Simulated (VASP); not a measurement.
# KF (Carobbiite) (Fm-3m) in VASP: further runs

The runs below take KF (Carobbiite) through single point, with PBEsol.

Everything below comes from runs of VASP 6.6.1. Logs are shortened: lines on timing, memory, paths and dates and some standing lists are left out, and cuts for length are marked.

### Step 1. The crystal as given

The structure is cubic, space group Fm-3m (No. 225). The conventional cell has a = 5.344 Å, b = 5.344 Å, c = 5.344 Å, α = 90.00°, β = 90.00°, γ = 90.00°. K (site symmetry m-3m) has 6 F at 2.67 Å as nearest neighbours. F (site symmetry m-3m) is surrounded by 6 K at 2.67 Å.

### Step 2. Single point, PBEsol

INCAR

```
ADDGRID = F
ALGO = Normal
EDIFF = 1E-6
ENCUT = 400
GGA = PS
ISIF = 2
ISMEAR = 0
LASPH = T
LCHARG = F
LREAL = F
LWAVE = F
NBANDS = 15
NELM = 100
PREC = Accurate
SIGMA = 0.05
```

KPOINTS

```
k-points
0
Gamma
  5 5 5
```

POSCAR

```
KF
1.0
    0.0000000000      2.6718500000      2.6718500000
    2.6718500000      0.0000000000      2.6718500000
    2.6718500000      2.6718500000      0.0000000000
K F
1 1
Direct
    0.0000000000      0.0000000000      0.0000000000
    0.5000000000      0.5000000000      0.5000000000
```

Potentials or basis: VASP PAW PBE potentials, release 64 (K_sv, F).

Launch:

```bash
$ cat potpaw_PBE.64/K_sv/POTCAR potpaw_PBE.64/F/POTCAR > POTCAR
$ mpirun -np 1 vasp_std > vasp.out
```

OUTCAR:

```text
EDIFF = 1E-6
   ENCUT = 400
   GGA = PS
   ISIF = 2
   ISMEAR = 0
   LASPH = T
   LREAL = F
   NELM = 100
   PREC = Accurate

 Found     10 irreducible k-points:

 Following reciprocal coordinates:
            Coordinates               Weight
  0.000000  0.000000  0.000000      1.000000
  0.200000  0.000000  0.000000      8.000000
  0.400000  0.000000  0.000000      8.000000
  0.200000  0.200000  0.000000      6.000000
  0.400000  0.200000  0.000000     24.000000
 -0.400000  0.200000  0.000000     24.000000
   k-points           NKPTS =     10   k-points in BZ     NKDIM =     10   number of bands    NBANDS=     15
   number of dos      NEDOS =    301   number of ions     NIONS =      2
   total plane-waves  NPLWV =  21952
   dimension x,y,z NGX =    28 NGY =   28 NGZ =   28
   dimension x,y,z NGXF=    56 NGYF=   56 NGZF=   56
   ions per type =               1   1
   NGX,Y,Z   is equivalent  to a cutoff of  12.32, 12.32, 12.32 a.u.
   NGXF,Y,Z  is equivalent  to a cutoff of  24.64, 24.64, 24.64 a.u.
 SYSTEM =  unknown system
   PREC   = accura    normal or accurate (medium, high low for compatibility)
   ISTART =      0    job   : 0-new  1-cont  2-samecut
   ICHARG =      2    charge: 1-file 2-atom 10-const
   ISPIN  =      1    spin polarized calculation?
   LNONCOLLINEAR =      F non collinear calculations
   LSORBIT =      F    spin-orbit coupling
   LASPH  =      T    aspherical Exc in radial PAW
   ENCUT  =  400.0 eV  29.40 Ry    5.42 a.u.   6.16  6.16  6.16*2*pi/ulx,y,z
   NELM   =    100;   NELMIN=  2; NELMDL= -5     # of ELM steps
   EDIFF  = 0.1E-05   stopping-criterion for ELM
   LREAL  =      F    real-space projection
   EDIFFG = 0.1E-04   stopping-criterion for IOM
   NSW    =      0    number of steps for IOM
   IBRION =     -1    ionic relax: 0-MD 1-quasi-New 2-CG
   NFREE  =      0    steps in history (QN), initial steepest desc. (CG)
   ISIF   =      2    stress and relaxation
   ISYM   =      2    0-nonsym 1-usesym 2-fastsym
   POTIM  = 0.5000    time-step for ionic-motion
   TEBEG  =    0.0;   TEEND  =   0.0 temperature during run
   PSTRESS=    0.0 pullay stress
   NELECT =      16.0000    total number of electrons
   NUPDOWN=      -1.0000    fix difference up-down
   EMIN   =  10.00;   EMAX   =-10.00  energy-range for DOS
   EFERMI =   0.00;   METHOD = LEGACY
   ISMEAR =     0;   SIGMA  =   0.05  broadening in eV -4-tet -1-fermi 0-gaus
   EFERMI_NEDOS =   21; number of points for ismear=-14 and -15
   IALGO  =     38    algorithm
   IMIX   =      4    mixing-type and parameters
     AMIX     =   0.40;   BMIX     =  1.00
     AMIX_MAG =   1.60;   BMIX_MAG =  1.00
  volume/ion in A,a.u.               =      19.07       128.72
  Fermi-wavevector in a.u.,A,eV,Ry     =   1.225442  2.315750 20.431978  1.501708
  Thomas-Fermi vector in A             =   2.360480
   LORBIT       =      0    0 simple, 1 ext, 2 COOP (PROOUT), +10 PAW based schemes
   GGA     = PS    functional components
   LHFCALC =     F    Hartree Fock is set to
   AEXX    =    0.0000 exact exchange contribution
   IVDW    =     0    specifies the selected vdW correction
   LEPSILON=     F    determine dielectric tensor
   LRPA    =     F    only Hartree local field effects (RPA)
 non-spin polarized calculation
 Gauss-broadening in eV      SIGMA  =   0.05
  energy-cutoff  :      400.00
  volume of cell :       38.15
 maximum number of plane-waves:       701
 NGX is ok and might be reduce to    28
   NGX = 13   NGY = 13   NGZ = 13

 number of electron      16.0000002 magnetization

 Free energy of the ion-electron system (eV)
  ---------------------------------------------------
  ext. energy  EPLUGINS =         0.00000000
  ---------------------------------------------------
  free energy    TOTEN  =        -8.53241995 eV

  energy without entropy =       -8.53241995  energy(sigma->0) =       -8.53241995

 E-fermi :  -2.5814     XC(G=0):  -8.6048

 val. band max:       -2.9323796021   @ k =   0.0000   0.0000   0.0000
 cond. band min:       3.1229308860   @ k =   0.0000   0.0000   0.0000
 fundamental gap:      6.0553104882
 Fermi energy:        -2.5813595855

 k-point     1 :       0.0000    0.0000    0.0000
  band No.  band energies     occupation
      1     -28.8753      2.00000
      2     -21.4483      2.00000
      3     -12.1863      2.00000
      4     -12.1863      2.00000
      5     -12.1863      2.00000
      6      -2.9324      2.00000
      7      -2.9324      2.00000
      8      -2.9324      2.00000
      9       3.1229      0.00000
     10       7.7278      0.00000
     11       7.7278      0.00000
     12       7.7278      0.00000
     13       9.4026      0.00000
     14       9.4026      0.00000
     15      13.8183      0.00000

 k-point     2 :       0.2000    0.0000    0.0000
  band No.  band energies     occupation
      1     -28.8418      2.00000
      2     -21.4775      2.00000
      3     -12.2847      2.00000
      4     -12.1993      2.00000
      5     -12.1993      2.00000
      6      -3.2507      2.00000
      7      -3.0570      2.00000
      8      -3.0570      2.00000
      9       4.1650      0.00000
     10       7.2213      0.00000
     11       8.2363      0.00000
     12       8.2363      0.00000
     13       9.7827      0.00000
     14       9.7827      0.00000
     15      15.4189      0.00000

 k-point     3 :       0.4000    0.0000    0.0000
  band No.  band energies     occupation
      1     -28.7866      2.00000
      2     -21.5272      2.00000
      3     -12.4411      2.00000
      4     -12.2200      2.00000
      5     -12.2200      2.00000
      6      -3.6765      2.00000
      7      -3.2493      2.00000
      8      -3.2493      2.00000
      9       5.8717      0.00000
     10       7.2711      0.00000
     11       9.0290      0.00000
     12       9.0290      0.00000
     13      10.9898      0.00000
     14      10.9898      0.00000
     15      13.8893      0.00000

 k-point     4 :       0.2000    0.2000    0.0000
  band No.  band energies     occupation
      1     -28.8319      2.00000
      2     -21.4737      2.00000
      3     -12.2693      2.00000
      4     -12.2613      2.00000
      5     -12.2613      2.00000
      6      -3.3692      2.00000
      7      -2.9673      2.00000
      8      -2.9673      2.00000
      9       4.3873      0.00000
     10       6.5600      0.00000
     11       8.7238      0.00000
     12       8.7238      0.00000
     13       9.6891      0.00000
     14       9.7944      0.00000
     15      16.0877      0.00000

 k-point     5 :       0.4000    0.2000    0.0000
  band No.  band energies     occupation
      1     -28.7860      2.00000
      2     -21.5023      2.00000
      3     -12.4582      2.00000
      4     -12.3171      2.00000
      5     -12.2980      2.00000
      6      -3.4680      2.00000
      7      -3.1490      2.00000
      8      -3.0919      2.00000
      9       5.8921      0.00000
     10       6.3301      0.00000
     11       9.0098      0.00000
     12       9.4961      0.00000
     13      10.5631      0.00000
     14      10.7609      0.00000
     15      14.1891      0.00000

 k-point     6 :      -0.4000    0.2000    0.0000
  band No.  band energies     occupation
      1     -28.7674      2.00000
      2     -21.5169      2.00000
      3     -12.5100      2.00000
      4     -12.3705      2.00000
      5     -12.2594      2.00000
      6      -3.5535      2.00000
      7      -3.2435      2.00000
      8      -3.1753      2.00000
      9       6.3175      0.00000
     10       7.1868      0.00000
     11       8.7834      0.00000
     12       9.6339      0.00000
     13      10.9955      0.00000
     14      11.8979      0.00000
     15      12.6145      0.00000

 [... further k-points ...]

------------------------ aborting loop because EDIFF is reached ----------------------------------------

  FORCE on cell =-STRESS in cart. coord.  units (eV):
  Direction    XX          YY          ZZ          XY          YZ          ZX
  --------------------------------------------------------------------------------------
  -------------------------------------------------------------------------------------
  Total       -1.2868429     -1.2868429     -1.2868429      0.0000000      0.0000000      0.0000000
  in kB      -54.0467909    -54.0467909    -54.0467909      0.0000000      0.0000000      0.0000000
  external PRESSURE =     -54.0467909 kB  Pullay stress =       0.0000000 kB

 VOLUME and BASIS-vectors are now :
 -----------------------------------------------------------------------------
  energy-cutoff  :      400.00
  volume of cell :       38.15
      direct lattice vectors                 reciprocal lattice vectors
     0.000000000  2.671850000  2.671850000    -0.187136254  0.187136254  0.187136254
     2.671850000  0.000000000  2.671850000     0.187136254 -0.187136254  0.187136254
     2.671850000  2.671850000  0.000000000     0.187136254  0.187136254 -0.187136254

 POSITION                                       TOTAL-FORCE (eV/Angst)
 -----------------------------------------------------------------------------------
      0.00000      0.00000      0.00000        -0.000000     -0.000000     -0.000000
      2.67185      2.67185      2.67185         0.000000      0.000000      0.000000
 -----------------------------------------------------------------------------------
    total drift:                                0.000000      0.000000      0.000000

  FREE ENERGIE OF THE ION-ELECTRON SYSTEM (eV)
  ---------------------------------------------------
  free  energy   TOTEN  =        -8.5324199500 eV

  energy  without entropy=       -8.5324199500  energy(sigma->0) =       -8.53241995
```

It took 5.3 s on 1 thread of Intel Xeon Platinum 8488C (Sapphire Rapids), shared host; peak memory 0.15 GiB.

The run converged, but some of its settings lie outside the range that counts as converged, so its numbers aren't taken as properties of the crystal.

Results:

```
Free energy            : -8.5324 eV
Band gap on the k mesh : 6.06 eV, direct
```

Caveat: the cutoff is under 1.25 times the usual one of these potentials, so pressure, stress and relaxed cells hold a basis-set (Pulay) error; the PAW data sets were made with another functional, which shifts forces and pressure a little.

### Step 3. Single point, PBEsol

Changes to INCAR since step 2:

```diff
@@ -3,3 +3,3 @@
 EDIFF = 1E-6
-ENCUT = 400
+ENCUT = 650
 GGA = PS
```

KPOINTS

```
k-points
0
Gamma
  4 4 4
```

POSCAR is that of step 2.

Potentials or basis: VASP PAW PBE potentials, release 64 (K_sv, F).

Launch:

```bash
$ cat potpaw_PBE.64/K_sv/POTCAR potpaw_PBE.64/F/POTCAR > POTCAR
$ mpirun -np 1 vasp_std > vasp.out
```

OUTCAR:

```text
EDIFF = 1E-6
   ENCUT = 650
   GGA = PS
   ISIF = 2
   ISMEAR = 0
   LASPH = T
   LREAL = F
   NELM = 100
   PREC = Accurate

 Found      8 irreducible k-points:

 Following reciprocal coordinates:
            Coordinates               Weight
  0.000000  0.000000  0.000000      1.000000
  0.250000  0.000000  0.000000      8.000000
  0.500000  0.000000  0.000000      4.000000
  0.250000  0.250000  0.000000      6.000000
  0.500000  0.250000  0.000000     24.000000
 -0.250000  0.250000  0.000000     12.000000
   k-points           NKPTS =      8   k-points in BZ     NKDIM =      8   number of bands    NBANDS=     15
   number of dos      NEDOS =    301   number of ions     NIONS =      2
   total plane-waves  NPLWV =  32768
   dimension x,y,z NGX =    32 NGY =   32 NGZ =   32
   dimension x,y,z NGXF=    64 NGYF=   64 NGZF=   64
   ions per type =               1   1
   NGX,Y,Z   is equivalent  to a cutoff of  14.08, 14.08, 14.08 a.u.
   NGXF,Y,Z  is equivalent  to a cutoff of  28.16, 28.16, 28.16 a.u.
 SYSTEM =  unknown system
   PREC   = accura    normal or accurate (medium, high low for compatibility)
   ISTART =      0    job   : 0-new  1-cont  2-samecut
   ICHARG =      2    charge: 1-file 2-atom 10-const
   ISPIN  =      1    spin polarized calculation?
   LNONCOLLINEAR =      F non collinear calculations
   LSORBIT =      F    spin-orbit coupling
   LASPH  =      T    aspherical Exc in radial PAW
   ENCUT  =  650.0 eV  47.77 Ry    6.91 a.u.   7.85  7.85  7.85*2*pi/ulx,y,z
   NELM   =    100;   NELMIN=  2; NELMDL= -5     # of ELM steps
   EDIFF  = 0.1E-05   stopping-criterion for ELM
   LREAL  =      F    real-space projection
   EDIFFG = 0.1E-04   stopping-criterion for IOM
   NSW    =      0    number of steps for IOM
   IBRION =     -1    ionic relax: 0-MD 1-quasi-New 2-CG
   NFREE  =      0    steps in history (QN), initial steepest desc. (CG)
   ISIF   =      2    stress and relaxation
   ISYM   =      2    0-nonsym 1-usesym 2-fastsym
   POTIM  = 0.5000    time-step for ionic-motion
   TEBEG  =    0.0;   TEEND  =   0.0 temperature during run
   PSTRESS=    0.0 pullay stress
   NELECT =      16.0000    total number of electrons
   NUPDOWN=      -1.0000    fix difference up-down
   EMIN   =  10.00;   EMAX   =-10.00  energy-range for DOS
   EFERMI =   0.00;   METHOD = LEGACY
   ISMEAR =     0;   SIGMA  =   0.05  broadening in eV -4-tet -1-fermi 0-gaus
   EFERMI_NEDOS =   21; number of points for ismear=-14 and -15
[... 19 lines left out ...]
   NGX = 15   NGY = 15   NGZ = 15

 number of electron      15.9999998 magnetization

 Free energy of the ion-electron system (eV)
  ---------------------------------------------------
  ext. energy  EPLUGINS =         0.00000000
  ---------------------------------------------------
  free energy    TOTEN  =        -8.52211460 eV

  energy without entropy =       -8.52211460  energy(sigma->0) =       -8.52211460

 E-fermi :  -2.5628     XC(G=0):  -8.6080

 val. band max:       -2.9110099784   @ k =   0.0000   0.0000   0.0000
 cond. band min:       3.1222241922   @ k =   0.0000   0.0000   0.0000
 fundamental gap:      6.0332341706
 Fermi energy:        -2.5627974938

 k-point     1 :       0.0000    0.0000    0.0000
  band No.  band energies     occupation
      1     -28.8727      2.00000
      2     -21.4389      2.00000
      3     -12.1847      2.00000
      4     -12.1847      2.00000
      5     -12.1847      2.00000
      6      -2.9110      2.00000
      7      -2.9110      2.00000
      8      -2.9110      2.00000
      9       3.1222      0.00000
     10       7.7273      0.00000
     11       7.7273      0.00000
     12       7.7273      0.00000
     13       9.4011      0.00000
     14       9.4011      0.00000
[... 77 lines left out ...]
      2     -21.5036      2.00000
      3     -12.4393      2.00000
      4     -12.3895      2.00000
      5     -12.2240      2.00000
      6      -3.5408      2.00000
      7      -3.2430      2.00000
      8      -3.0431      2.00000
      9       6.0842      0.00000
     10       6.8483      0.00000
     11       8.7404      0.00000
     12       9.3767      0.00000
     13      10.3822      0.00000
     14      11.6368      0.00000
     15      13.3306      0.00000

 [... further k-points ...]

------------------------ aborting loop because EDIFF is reached ----------------------------------------

  FORCE on cell =-STRESS in cart. coord.  units (eV):
  Direction    XX          YY          ZZ          XY          YZ          ZX
  --------------------------------------------------------------------------------------
  -------------------------------------------------------------------------------------
  Total       -0.1614270     -0.1614270     -0.1614270     -0.0000000      0.0000000     -0.0000000
  in kB       -6.7798552     -6.7798552     -6.7798552     -0.0000000      0.0000000     -0.0000000
  external PRESSURE =      -6.7798552 kB  Pullay stress =       0.0000000 kB

 VOLUME and BASIS-vectors are now :
 -----------------------------------------------------------------------------
  energy-cutoff  :      650.00
  volume of cell :       38.15
      direct lattice vectors                 reciprocal lattice vectors
     0.000000000  2.671850000  2.671850000    -0.187136254  0.187136254  0.187136254
     2.671850000  0.000000000  2.671850000     0.187136254 -0.187136254  0.187136254
     2.671850000  2.671850000  0.000000000     0.187136254  0.187136254 -0.187136254

 POSITION                                       TOTAL-FORCE (eV/Angst)
 -----------------------------------------------------------------------------------
      0.00000      0.00000      0.00000         0.000000     -0.000000      0.000000
      2.67185      2.67185      2.67185         0.000000      0.000000      0.000000
 -----------------------------------------------------------------------------------
    total drift:                                0.000000     -0.000000      0.000000

  FREE ENERGIE OF THE ION-ELECTRON SYSTEM (eV)
  ---------------------------------------------------
  free  energy   TOTEN  =        -8.5221145996 eV

  energy  without entropy=       -8.5221145996  energy(sigma->0) =       -8.52211460
```

It took 5.4 s on 1 thread of Intel Xeon Platinum 8488C (Sapphire Rapids), shared host; peak memory 0.17 GiB.

The run converged, but some of its settings lie outside the range that counts as converged, so its numbers aren't taken as properties of the crystal.

What came out:

| Property | Result |
| --- | --- |
| Free energy | -8.5221 eV |
| Pressure | -0.7 GPa |
| Band gap on the k mesh | 6.03 eV, direct |

Caveat: the k mesh is coarse (spacing up to 0.51 Å⁻¹), so the values aren't converged; the PAW data sets were made with another functional, which shifts forces and pressure a little.

(Part 1 of 2 ends here.)
